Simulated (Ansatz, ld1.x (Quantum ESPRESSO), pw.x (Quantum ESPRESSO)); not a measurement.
# From atom to crystal: PAW potential for magnesium

Mg, PAW, made with ld1.x (Quantum ESPRESSO) 7.5 (PBE, scalar-relativistic). Core [He], reference 2s2 2p6 3s2 3p0. Waves: 2s (bound): rcut 0.95, rcutus 1.10 bohr; 3s (bound): rcut 0.95, rcutus 1.10 bohr; 2p (bound): rcut 1.05, rcutus 1.25 bohr; 3p (bound, empty): rcut 1.05, rcutus 1.25 bohr; 3d channel at -0.1 Ry: rcut 0.85, rcutus 1.15 bohr. Local part: all-electron potential smoothed inside 0.90 bohr (lloc = -1). Core correction: Bessel-smoothed model core inside 0.80 bohr. Augmentation charge: BESSEL, radius 0.80 bohr.

Atomic tests: cutoffs needed: 55 Ry and 90 Ry (the cutoffs (Ry, on a coarse ladder) from which the occupation-weighted sum of valence levels, in a spherical-Bessel basis at the reference potential, stays within 10 and 1 mRy of its value at 400 Ry); ghost test: no extra level below or beside the all-electron valence levels (s, p, d, f tested) (spherical-Bessel basis up to 400 Ry, 20 bohr box); largest excitation error: -50 meV (all-electron minus pseudo) for 2s2 2p5 3s2 3p0, out of 7 test configurations.

Crystal test: sc Mg in pw.x 7.5, no spin, 11³ k-points, Fermi–Dirac smearing 0.01 Ry, cutoffs 110/880 Ry. The reference is all-electron LAPW (Ansatz 0.2.0) with the same functional, mesh and smearing; V0 and B0 come from Birch–Murnaghan fits to the pressures at five volumes. Errors are pseudo minus all-electron; Δ is the rms difference of the E(V) curves that follow from these fits, minima aligned, over ±6 % about the mean V0. Mesh and smearing are coarse, so the numbers serve the comparison and aren't converged zero-temperature values; the lattice is a test structure that the element need not adopt.

| V (Å³/atom) | P all-electron (GPa) | P pseudo (GPa) |
| --- | --- | --- |
| 26.402 | 1.08 | 1.11 |
| 27.097 | 0.42 | 0.42 |
| 27.792 | -0.17 | -0.13 |
| 28.487 | -0.69 | -0.64 |
| 29.182 | -1.14 | -1.08 |

All-electron: a0 = 3.021 Å (V0 = 27.58 Å³/atom), B0 = 22.7 GPa.

Pseudopotential: mean pressure error (GPa): +0.04; a0 (Å): 3.023; a0 error (%): +0.04; B0 error (%): -2.1; Δ (meV/atom): 0.2.

Q: At the middle volume, how do free energy and pressure move when the wave cutoff is lowered (ecutrho held at 880 Ry)?

A:

```tsv
cutoff (Ry)	shift of F (meV/atom)	shift of P (GPa)
50	+402.0	-5.69
66	+130.5	-1.91
88	+8.5	-0.45
```

Input at the middle volume:

```
&control
  calculation='scf', prefix='x', pseudo_dir='./', outdir='./tmp', tstress=.true., disk_io='none'
/
&system
  ibrav=0, nat=1, ntyp=1, ecutwfc=110, ecutrho=880, nbnd=12,
  occupations='smearing', smearing='fd', degauss=0.01
/
&electrons
  conv_thr=1e-09, mixing_beta=0.4, electron_maxstep=70
/
ATOMIC_SPECIES
Mg 1.0 Mg.UPF
CELL_PARAMETERS angstrom
  3.02905110 0.00000000 0.00000000
  0.00000000 3.02905110 0.00000000
  0.00000000 0.00000000 3.02905110
ATOMIC_POSITIONS crystal
Mg 0.0000 0.0000 0.0000
K_POINTS automatic
11 11 11 0 0 0
```

```bash
pw.x < Mg.scf.in > Mg.scf.out
```

Lines of the output:

```
Message from routine setup:
     using ibrav=0 with symmetry is DISCOURAGED, use correct ibrav instead
     lattice parameter (alat)  =       5.7241  a.u.
     unit-cell volume          =     187.5497 (a.u.)^3
     number of electrons       =        10.00
     number of Kohn-Sham states=           12
     kinetic-energy cutoff     =     110.0000  Ry
     charge density cutoff     =     880.0000  Ry
     scf convergence threshold =      1.0E-09
     Exchange-correlation= SLA  PW   PBX  PBC
     number of k points=    56  Fermi-Dirac smearing, width (Ry)=  0.0100
     iteration #  1     ecut=   110.00 Ry     beta= 0.40
     total energy              =    -141.37345636 Ry
     estimated scf accuracy    <       0.00365272 Ry
     iteration #  2     ecut=   110.00 Ry     beta= 0.40
     total energy              =    -141.37315486 Ry
     estimated scf accuracy    <       0.00114979 Ry
     iteration #  3     ecut=   110.00 Ry     beta= 0.40
     total energy              =    -141.37319946 Ry
     estimated scf accuracy    <       0.00000626 Ry
     iteration #  4     ecut=   110.00 Ry     beta= 0.40
     total energy              =    -141.37320884 Ry
     estimated scf accuracy    <       0.00000024 Ry
     iteration #  5     ecut=   110.00 Ry     beta= 0.40
     total energy              =    -141.37320908 Ry
     estimated scf accuracy    <       0.00000009 Ry
     iteration #  6     ecut=   110.00 Ry     beta= 0.40
     total energy              =    -141.37320908 Ry
     estimated scf accuracy    <          9.1E-09 Ry
     iteration #  7     ecut=   110.00 Ry     beta= 0.40
     total energy              =    -141.37320909 Ry
     estimated scf accuracy    <          1.2E-09 Ry
     iteration #  8     ecut=   110.00 Ry     beta= 0.40
     total energy              =    -141.37320909 Ry
     estimated scf accuracy    <          1.3E-09 Ry
     iteration #  9     ecut=   110.00 Ry     beta= 0.40
     the Fermi energy is     3.8646 ev
!    total energy              =    -141.37320909 Ry
     estimated scf accuracy    <          1.0E-11 Ry
     smearing contrib. (-TS)   =      -0.00190974 Ry
     convergence has been achieved in   9 iterations
          total   stress  (Ry/bohr**3)                   (kbar)     P=       -1.27
     Message from routine punch:
     Nothing written, as per user request (disk_io='none')
```

The run at the middle volume (56 k-points, 9 iterations) took about 33 s on one core of a shared host (AMD EPYC 7R43 64-Core Processor, 256 threads, 1004 GiB, load 74).
